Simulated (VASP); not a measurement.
## Ge (strained diamond), PBE single-point calculation: Ansatz's output and VASP's

```yaml
crystal:
  lattice:
    - [0.00511, 2.83687, 2.83687]
    - [2.83687, 0.00511, 2.83687]
    - [2.84198, 2.84198, 0.00000]
  atoms:
    - { symbol: Ge, position: [0.00022, 0.00022, 0.99978] }
    - { symbol: Ge, position: [0.24978, 0.24978, 0.25022] }
```

Ansatz printed

```
SCF 1 converged in 6 iterations: F = -8589.937706 eV  dr2 = 1.48e-8
  greatest PAW one-centre occupation: 0.998 electrons in one spin orbital (limit 2), on the Ge atom at site 1 (counted from 0), in its partial waves of l = 2
NSCF: frozen V_eff on 6 k-points
SCF converged after 6 iterations
Free energy (F): -8589.937706 eV
Harris-Foulkes:  -8589.937706 eV  (|F-HF|=2.56e-8)
Internal energy: -8589.937550 eV  (E = F + TS)
E sigma→0 (E₀):  -8589.937628 eV
Entropy (-TS):   -0.000156 eV (-0.078 meV/atom)
Fermi energy:    8.483421 eV
--- Per-component energies (eV) ---
  E_band       = -300.971106
  E_kinetic    = 223.010609
  E_local      = -4953.141501  (includes V_loc(G=0)·N_el)
  E_nonlocal   = 837.110070
  E_hartree    = 2173.636187
  E_xc         = -151.187764
  E_vxc        = -129.284312  (∫ρ·V_xc dr)
  E_paw        = -4039.770751  (= ΣΔE_a)
  E_vpaw       = -625.932294  (= ΣTr[D̂ρ^β])
  E_aug_tail   = 0.000709  (compensation charges beyond the density's cutoff)
  E_ewald      = -2679.595110
  E_smearing   = -0.000156  (= −TS)
  E_closure    = 0.000000  (closes the sum)
  Σ components = -8589.937706   (vs F -8589.937706, Δ=0.00e0)
--- Forces (eV/Å), atoms counted from 1 ---
  atom   1  Ge    -0.00000000     0.00000000     0.00772964
  atom   2  Ge     0.00000000    -0.00000000    -0.00772964
  max |Σ_I F_I| component: 6.94e-18 eV/Å
--- Stress (GPa, compression-positive) ---
        3.034408      -0.219827       0.000000
       -0.219827       3.034408      -0.000000
        0.000000      -0.000000       3.036179
  P = ⅓ Tr σ = 3.0350 GPa (30.350 kbar)
--- Band table (eV; the first three rows and the last of 95) ---
  k-point 0: bands = ["-16.3231", "-16.3216", "-16.3201", "-16.2867", "-16.2867", "-16.0810", "-16.0795", "-16.0780", "-16.0673", "-16.0673", "-4.2423", "8.4200", "8.4532", "8.4672", "8.4815", "10.9943", "11.0127", "11.0303"]
  k-point 1: bands = ["-16.3308", "-16.3292", "-16.3183", "-16.2757", "-16.2755", "-16.0918", "-16.0908", "-16.0832", "-16.0572", "-16.0564", "-4.0541", "6.0897", "8.1336", "8.1507", "9.4770", "11.4487", "11.4718", "11.9155"]
  k-point 2: bands = ["-16.3405", "-16.3393", "-16.3125", "-16.2589", "-16.2588", "-16.1051", "-16.1048", "-16.0900", "-16.0470", "-16.0460", "-3.5084", "3.7521", "7.5946", "7.6082", "9.1240", "12.0791", "12.0968", "14.0459"]
  k-point 94: bands = ["-16.3558", "-16.3539", "-16.2713", "-16.2706", "-16.1746", "-16.1741", "-16.1188", "-16.1172", "-16.0272", "-16.0254", "-0.3968", "-0.3778", "5.4015", "5.4435", "9.2007", "9.2559", "17.8940", "17.9154"]
```

The two codes use different PAW datasets and cutoffs. VASP's cell holds 28 valence electrons and Ansatz's 28. Ansatz's stress includes a Pulay correction; VASP's doesn't.

Task: What does VASP give for the same cell and level of theory?

Result: gap between bands v and c 0.01 eV; least direct gap 0.01 eV; pressure 2.9 GPa.

From OUTCAR

```
k-points           NKPTS =     95   k-points in BZ     NKDIM =     95   number of bands    NBANDS=     21

   NELECT =      28.0000    total number of electrons

   dimension x,y,z NGX =    30 NGY =   30 NGZ =   30
   dimension x,y,z NGXF=    60 NGYF=   60 NGZF=   60

  energy-cutoff  :      520.00
  volume of cell :       45.66
      direct lattice vectors                 reciprocal lattice vectors
     0.005106372  2.836873512  2.836873512    -0.176568191  0.176568191  0.176250368
     2.836873512  0.005106372  2.836873512     0.176568191 -0.176568191  0.176250368
     2.841979884  2.841979884  0.000000000     0.175933687  0.175933687 -0.176250368

 k-points in reciprocal lattice and weights: KPOINTS created by Atomic Simulation Env
   0.00000000  0.00000000  0.00000000       0.002
   0.12500000  0.00000000  0.00000000       0.008
   0.25000000  0.00000000  0.00000000       0.008
   0.37500000  0.00000000  0.00000000       0.008
   0.50000000  0.00000000  0.00000000       0.004
   0.12500000  0.12500000  0.00000000       0.004
   0.25000000  0.12500000  0.00000000       0.008
   0.37500000  0.12500000  0.00000000       0.008
   ...

 E-fermi :   4.9294

 k-point     1 :       0.0000    0.0000    0.0000
  band No.  band energies     occupation
      1     -19.8907      2.00000
      2     -19.8892      2.00000
      3     -19.8877      2.00000
      4     -19.8537      2.00000
      5     -19.8537      2.00000
      6     -19.6491      2.00000
      7     -19.6477      2.00000
      8     -19.6462      2.00000
      9     -19.6349      2.00000
     10     -19.6349      2.00000
     11      -7.7951      2.00000
     12       4.8703      1.90061
     13       4.8988      1.64365
     14       4.9128      1.39185
     15       4.9272      1.05449
     16       7.4450      0.00000
     17       7.4635      0.00000
     18       7.4810      0.00000
     19      11.3191      0.00000
     20      14.3719      0.00000
     21      14.3720      0.00000

 k-point     2 :       0.1250    0.0000    0.0000
  band No.  band energies     occupation
      1     -19.8975      2.00000
      2     -19.8959      2.00000
      3     -19.8876      2.00000
      4     -19.8426      2.00000
      5     -19.8424      2.00000
      6     -19.6603      2.00000
      7     -19.6593      2.00000
      8     -19.6496      2.00000
      9     -19.6254      2.00000
     10     -19.6246      2.00000
     11      -7.6058      2.00000
     12       2.5580      2.00000
     13       4.5670      2.00000
     14       4.5838      2.00000
     15       5.9052      0.00000
     16       7.8914      0.00000
     17       7.9145      0.00000
     18       8.3897      0.00000
     19      12.2486      0.00000
     20      13.4701      0.00000
     21      13.4836      0.00000

 k-point     3 :       0.2500    0.0000    0.0000
  band No.  band energies     occupation
      1     -19.9072      2.00000
      2     -19.9059      2.00000
      3     -19.8813      2.00000
      4     -19.8256      2.00000
      5     -19.8255      2.00000
      6     -19.6734      2.00000
      7     -19.6731      2.00000
      8     -19.6570      2.00000
      9     -19.6156      2.00000
     10     -19.6146      2.00000
     11      -7.0566      2.00000
     12       0.2165      2.00000
     13       4.0245      2.00000
     14       4.0378      2.00000
     15       5.5428      0.00000
     16       8.5242      0.00000
     17       8.5416      0.00000
     18      10.5069      0.00000
     19      12.9187      0.00000
     20      13.2120      0.00000
     21      13.2428      0.00000

 k-point     4 :       0.3750    0.0000    0.0000
  band No.  band energies     occupation
      1     -19.9120      2.00000
      2     -19.9109      2.00000
      3     -19.8748      2.00000
      4     -19.8156      2.00000
      5     -19.8149      2.00000
      6     -19.6806      2.00000
      7     -19.6802      2.00000
      8     -19.6646      2.00000
      9     -19.6104      2.00000
     10     -19.6093      2.00000
     11      -6.2524      2.00000
     12      -1.7227      2.00000
     13       3.6403      2.00000
     14       3.6508      2.00000
     15       5.1825      0.00001
     16       8.6764      0.00000
     17       8.6890      0.00000
     18      12.1465      0.00000
     19      13.1765      0.00000
     20      14.3735      0.00000
     21      14.4201      0.00000

 ...

  Total        0.8355457      0.8355457      0.8360381     -0.0628438      0.0000000      0.0000000
  in kB       29.3178625     29.3178625     29.3351379     -2.2050792      0.0000000      0.0000000
  external PRESSURE =      29.3236210 kB  Pullay stress =       0.0000000 kB

 POSITION                                       TOTAL-FORCE (eV/Angst)
 -----------------------------------------------------------------------------------
      2.84198      2.84198      0.00126        -0.000000     -0.000000      0.007529
      1.42099      1.42099      1.41717         0.000000      0.000000     -0.007529
 -----------------------------------------------------------------------------------
    total drift:                                0.000000      0.000000      0.000000

  FREE ENERGIE OF THE ION-ELECTRON SYSTEM (eV)
  ---------------------------------------------------
  free  energy   TOTEN  =        -9.0067398103 eV

  energy  without entropy=       -9.0065829872  energy(sigma->0) =       -9.00666140
```
